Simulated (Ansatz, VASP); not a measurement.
**Se: VASP beside Ansatz**

```
Se
1.0
     2.25234    3.90117    0.00000
    -2.25234    3.90117    0.00000
     0.00000    0.00000    4.99154
Se
3
Direct
  0.21714 0.78286 0.33333
  0.00000 0.21714 0.66667
  0.78286 0.00000 0.00000
```

Alike in both runs: functional r2SCAN; k mesh 6 × 6 × 6; occupations fermi-dirac, width 0.0183 eV; no spin polarisation.

Ansatz relaxed the structure, and its values are those at the end. VASP's run is a single point on that final structure, the one shown.

```csv
,VASP,Ansatz
version,VASP 6.6.1,Ansatz 0.2.0
potentials or method,"VASP PAW PBE potentials, release 64 (Se)",PAW plane waves
plane-wave cutoff (eV),520,500
valence electrons in the cell,18,48
```

Ansatz gave:

- gap on the k mesh at the Fermi level (eV): 1.33
- pressure (GPa): 0.0

Problem. What did VASP give for the same quantities?

Solution. gap on the k mesh at the Fermi level (eV): 1.32; pressure (GPa): 0.0.

The two sets of potentials don't hold the same shells in valence. Ansatz warned: «structure_snapped_to_symmetry».

Caveats: the PAW data sets were made with another functional, which shifts forces and pressure a little (VASP). A k mesh can miss the band edges. r2SCAN opens gaps a little over a GGA but as a rule still falls short of measured ones.
